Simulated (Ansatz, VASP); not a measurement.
One calculation of In, two programs

The input INCAR:

```
ALGO = Normal
EDIFF = 1E-7
EDIFFG = -0.01
ENCUT = 600
IBRION = 2
ISIF = 3
ISMEAR = -1
LASPH = True
LCHARG = False
LREAL = False
LWAVE = False
NELM = 60
NSW = 60
PREC = Accurate
SIGMA = 0.05
```

The input KPOINTS:

```
k-points
0
Gamma
  10 10 10
```

Contents of POSCAR:

```
In
1.0
   -1.8825252400      1.8825252400      1.8825252400
    1.8825252400     -1.8825252400      1.8825252400
    1.8825252400      1.8825252400     -1.8825252400
In
1
Direct
    0.0000000000      0.0000000000      0.0000000000
```

input.yaml

```yaml
crystal:
  lattice:
    - [-1.88252524, 1.88252524, 1.88252524]
    - [1.88252524, -1.88252524, 1.88252524]
    - [1.88252524, 1.88252524, -1.88252524]
  atoms:
    - { symbol: In, position: [0.0, 0.0, 0.0] }
hamiltonian:
  xc: lda
  pseudopotentials: { kind: paw }
kpoints:
  mp_grid: { grid: [10, 10, 10] }
scf:
  occupations: { method: fermi_dirac, width: 0.05 }
output:
  forces: true
  stress: true
  eigenvalues: true
relax:
  f_tol: 0.01
  max_steps: 40
  cell: { stress_tol: 0.05 }
```

This isn't the form of In at room conditions, which is tetragonal.

Alike in both runs: task relaxation of cell and atoms; functional LDA; k mesh 10 × 10 × 10; occupations fermi-dirac, width 0.05 eV; no spin polarisation.

|  | VASP | Ansatz |
| --- | --- | --- |
| version | VASP 6.6.1 | Ansatz 0.2.0 |
| potentials or method | VASP PAW LDA potentials, release 64 (In_d) | Ansatz PAW |
| plane-wave cutoff (eV) | 600 | 420 |
| valence electrons in the cell | 13 | 13 |

|  | VASP | Ansatz | Ansatz less VASP |
| --- | --- | --- | --- |
| gap on the k mesh at the Fermi level, each at its own relaxed structure (eV) | none | none | - |
| relaxed volume (Å³/atom) | 24.86 | 24.81 | -0.046 |
| relaxed cell length with the largest relative difference (Å) | 3.184 | 3.182 | -0.0020 |
| energy change over the relaxation (meV/atom) | -17 | -18 | -0.8 |

A gap of «none» marks a metal or a gap that the smearing closes.

Caveats: the plane-wave basis is chosen anew once the cell has moved, so the energies of steps on either side of that aren't comparable (Ansatz); the PAW data sets come from PBE, with cores solved anew for the run's functional, which leaves a small shift of forces and pressure (Ansatz).
